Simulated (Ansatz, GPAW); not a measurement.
**Ir: 3 runs at one level of theory**

```xyz
1
Lattice="0.0000 1.9156 1.9156 1.9156 0.0000 1.9156 1.9156 1.9156 0.0000" Properties=species:S:1:pos:R:3 pbc="T T T"
Ir    0.0000    0.0000    0.0000
```

Alike in all runs: task single point; functional PBE; k mesh 12 × 12 × 12; occupations gaussian, width 0.014 eV; no spin polarisation; no spin-orbit coupling. Pressure is positive in compression and, in plane waves, holds the error of the finite cutoff, which Ansatz's Pulay term estimates and takes out.

```tsv
program and potentials	plane-wave cutoff (eV)	notes	band gap (eV)	pressure (GPa)
Ansatz, Ansatz PAW	420	17 valence electrons an atom on average; Pulay term of +0.09 GPa included	no gap	11.11
GPAW, GPAW PAW data sets (gpaw-data 1.2.1)	600	15 valence electrons an atom on average	no gap	9.81
Ansatz, all-electron LAPW, scalar-relativistic	-	-	no gap	11.04
```

None finds a gap. The pressure spans 9.81 (GPAW, GPAW PAW data sets (gpaw-data 1.2.1)) to 11.11 GPa (Ansatz, Ansatz PAW), with all-electron results at 11.04. The cell lies far from this level's equilibrium.

The functional is the same throughout but for its coding, so the spread measures potentials, basis and numerics; runs on potential files found faulty are left out.
